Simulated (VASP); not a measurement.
# PtSe₂: relaxation of the cell, by dispersion

PtSe₂, P-3m1 (no. 164), 3 atoms in the cell.

| Dispersion | Volume (A^3) | Pressure left (GPa) | Ionic steps | SCF steps in all | Time (s) |
|---|---|---|---|---|---|
| none | 75.665 | 0.00 | 47 | 351 | 374 |
| TS | 61.112 | 0.01 | 20 | 166 | 192 |
| TS by libMBD | 61.170 | 0.00 | 24 | 189 | 217 |
| TS by libMBD, surface set | 60.825 | -0.02 | 15 | 130 | 143 |

## Input of the first row

INCAR:
```
SYSTEM = PtSe2
ALGO = Normal
EDIFF = 1E-7
EDIFFG = -0.01
ENCUT = 600
IBRION = 2
ISIF = 3
ISMEAR = 0
LASPH = .True.
LCHARG = .False.
LREAL = .False.
LWAVE = .False.
NELM = 100
NSW = 50
PREC = Accurate
SIGMA = 0.02
```

KPOINTS:
```
k-points
0
Gamma
  6 6 4
```

POSCAR:
```
PtSe2
1.0
    3.7240000000      0.0000000000      0.0000000000
   -1.8620000000      3.2250786037      0.0000000000
    0.0000000000      0.0000000000      5.0620000000
Pt Se
1 2
Direct
    0.0000000000      0.0000000000      0.0000000000
    0.6666666667      0.3333333333      0.7500000000
    0.3333333333      0.6666666667      0.2500000000
```

Commands:
```
cat potpaw_PBE.64/Pt/POTCAR potpaw_PBE.64/Se/POTCAR > POTCAR
mpirun -np 1 vasp_std > vasp.out
```

Changes of the last row against the first:
```
+ IVDW = 14
+ LIBMBD_METHOD = ts
+ LIBMBD_VDW_PARAMS_KIND = tssurf
```

VASP 6.6.1 took 374 s on 1 core (Intel Xeon 6975P-C (Granite Rapids)), a shared host.
